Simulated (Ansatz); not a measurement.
## KI: moving K off its site

KI, Pm-3m, a = 4.291 Å (as given, not relaxed at this level: -0.6 GPa). This isn't the usual stable structure of the compound. Ansatz: PBEsol, PAW, 420 eV, Γ-centred 6×6×6 mesh on 2 atoms, Gaussian smearing 0.05 eV; no spin polarisation.

```yaml
crystal:
  lattice:
    - [4.29120, 0.00000, 0.00000]
    - [0.00000, 4.29120, 0.00000]
    - [0.00000, 0.00000, 4.29120]
  atoms:
    - { symbol: K, position: [0.00000, 0.00000, 0.00000] }
    - { symbol: I, position: [0.50000, 0.50000, 0.50000] }
```

Atom 1 (K) moves by x along the unit vector (0.707, 0.707, 0.000), with its periodic images; all else is held. y is the free energy of the cell over the start, F the force along the path summed over the moved atoms. Symmetry makes y even in x.

```
  x (Å) y (meV) F (eV/Å)
-0.3000    22.68      0.17
-0.1500     5.24      0.07
 0.0000     0.00      0.00
 0.0375     0.32     -0.02
 0.0750     1.28     -0.03
 0.1125     2.91     -0.05
 0.1875     8.31     -0.09
 0.2250    12.19     -0.11
 0.2625        ?         ?
```

Fit y = c2 x² + c4 x⁴ to the energies of the other rows, give the force constant, and predict energy and force of the missing row.

Least squares on the rows shown. y = 226.39 x² + 284.59 x⁴. The force constant is 2 c2 = 0.453 eV/Å² (for all images moving together, not for a lone atom). With two atoms in a cubic cell this is the optical mode at Γ without the LO field: ω = 521.5 √(2 c2/μ) = 64 cm⁻¹ for μ = 29.89 u. The force −dy/dx at the missing row is -0.14 eV/Å (computed -0.14). At x = 0.2625 the fit asked for gives 16.95 meV. The run gave 16.95 meV, the same to the digits shown.